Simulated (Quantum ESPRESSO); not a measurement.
TePt: band structure with LDA

TePt:

```xyz
4
Lattice="1.9816 1.1441 6.6610 -1.9816 1.1441 6.6610 0.0000 -2.2881 6.6610" Properties=species:S:1:pos:R:3 pbc="T T T"
Pt    0.0000    0.0000    2.5911
Pt    0.0000    0.0000   17.3920
Te    0.0000    0.0000    8.0332
Te    0.0000    0.0000   11.9499
```

| Quantity | Value |
| --- | --- |
| Program | Quantum ESPRESSO 7.5 |
| Task | band structure |
| Functional | LDA |
| Potentials or basis | GBRV 1.5 LDA |
| Cutoff | 612 eV |
| Density cutoff | 4898 eV |
| k mesh | 8 × 8 × 8 |
| Occupations | fermi-dirac, width 0.05 eV |
| Spin | no spin polarisation |
| Form of the LDA correlation | PZ81 |
| Mixing beta | 0.5 |
| Most SCF iterations | 120 |
| SCF threshold | 8e-10 Ry |

```
Pressure               : -1.5 GPa
Largest force          : 0.476 eV/Å
Band gap on the k mesh : none (metal or under the smearing width)
```

Forces on the atoms (eV/Å):
```
Pt   0.000  0.000  0.476
Pt   0.000  0.000 -0.476
Te   0.000  0.000 -0.190
Te   0.000  0.000  0.190
```

Stress tensor (GPa, compression positive):
```
-1.35  0.00  0.00
 0.00 -1.35  0.00
 0.00  0.00 -1.87
```

Levels at the corners of the path, in eV from the Fermi level:
```
point  band 20  band 21  band 22  band 23  band 24  band 25
    Γ     0.67     0.67     0.84     1.20     2.85     2.85
    L    -1.93    -1.85    -1.05     0.31     1.35     1.96
   B1    -1.99    -1.25    -1.25    -0.36     1.12     3.35
    B    -1.99    -1.25    -1.25    -0.36     1.12     3.35
    Z    -1.59     1.22     1.22     1.93     1.93     3.47
    Γ     0.67     0.67     0.84     1.20     2.85     2.85
    X    -2.01    -1.49    -0.80    -0.70     1.18     3.04
    Q    -2.01    -1.49    -0.80    -0.70     1.18     3.04
    F    -1.81    -1.72    -1.31    -1.16     2.52     3.81
   P1    -1.80    -1.56    -1.49    -0.83     2.25     2.81
    Z    -1.59     1.22     1.22     1.93     1.93     3.47
    L    -1.93    -1.85    -1.05     0.31     1.35     1.96
    P    -1.80    -1.56    -1.49    -0.83     2.25     2.81
```

It took 4.3 min on 2 MPI ranks on Arm Neoverse V2 (shared host), peak memory 0.5 GiB a rank.

Caveat: spin-orbit coupling is left out, which moves the levels of the heavy elements.
